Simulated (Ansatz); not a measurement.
Here is the system:

```yaml
crystal:
  lattice:
    - [3.49110, 0.00000, 0.00000]
    - [-1.74555, 3.02338, 0.00000]
    - [0.00000, 0.00000, 6.01909]
  atoms:
    - { symbol: In, position: [0.33333, 0.66667, 0.00395] }
    - { symbol: In, position: [0.66667, 0.33333, 0.50395] }
    - { symbol: N, position: [0.33333, 0.66667, 0.37105] }
    - { symbol: N, position: [0.66667, 0.33333, 0.87105] }
```

All values below come from PBE with spin-orbit coupling, rigid bands (plane waves, PAW; Ansatz, an electronic-structure program). Condition of this run: uniaxial stress along c of -10 GPa (compression positive) (the target of the relaxation). Geometry: cell and atoms relaxed with PBEsol, then loaded as said.

**Question.** Is this a good metal at this level?

**Answer.** No. No gap is resolved, and few carriers conduct, as in a semimetal or a zero-gap semiconductor. N(E_F) = 0.0186 states/eV a cell at 300 K and the Drude plasma energy along the best axis is 0.28 eV, several times under that of a simple or noble metal.
